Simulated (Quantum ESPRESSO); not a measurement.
Bi, 2 atoms in the cell. Symmetry: R-3m, No. 166, trigonal system. Conventional cell: a = 4.535 Å, b = 4.535 Å, c = 11.814 Å, α = 90.00°, β = 90.00°, γ = 120.00°. Bi (site symmetry 3m) is surrounded by 6 Bi at 3.06 to 3.52 Å. 

```yaml
Program: Quantum ESPRESSO 7.5
Task: single point
Functional: PBE
Potentials_or_basis: SG15 PBE 1.2
Cutoff: 898 eV
Density_cutoff: 3592 eV
k_mesh: 4 × 4 × 4
Occupations: fermi-dirac, width 0.05 eV
Spin: no spin polarisation
Mixing_beta: 0.5
Most_SCF_iterations: 120
SCF_threshold: 4e-10 Ry
```

Potentials or basis: SG15 PBE 1.2.

The run is started by

```sh
$ OMP_NUM_THREADS=1 pw.x -in pw.in > pw.out
```

Hardware: 1 thread of Arm Neoverse V2, on a shared host.

Q: How long does it take, and how much memory?

A: It took 21 s on 1 thread of Arm Neoverse V2 (shared host), peak memory 0.1 GiB. Counts: scf iterations 8, k pools 1, bands 22, k points 13, g dense 34233.
